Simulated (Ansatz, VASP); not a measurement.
## WC3: VASP beside Ansatz

```xyz
4
Lattice="3.2499 0.0000 0.0000 0.0000 3.2499 0.0000 0.0000 0.0000 3.2499" Properties=species:S:1:pos:R:3 pbc="T T T"
W     0.0000    0.0000    0.0000
C     0.0000    1.6249    1.6249
C     1.6249    0.0000    1.6249
C     1.6249    1.6249    0.0000
```

Alike in both runs: functional PBE; k mesh 14 × 14 × 14; occupations gaussian, width 0.1 eV; no spin polarisation.

Ansatz relaxed the structure, and its values are those at the end. VASP's run is a single point on that final structure, the one shown.

|  | VASP | Ansatz |
| --- | --- | --- |
| version | VASP 6.6.1 | Ansatz 0.2.0 |
| potentials or method | VASP PAW PBE potentials, release 64 (W_sv, C) | scalar-relativistic, plane waves, PAW |
| plane-wave cutoff (eV) | 520 | 420 |
| valence electrons in the cell | 26 | 26 |

|  | VASP | Ansatz | Ansatz less VASP |
| --- | --- | --- | --- |
| gap on the k mesh at the Fermi level (eV) | none | none | - |
| pressure (GPa) | 0.8 | 0.0 | -0.80 |

A gap of «none» marks a metal or a gap that the smearing closes.

The runs have no spin-orbit coupling, so splittings on W are missing.
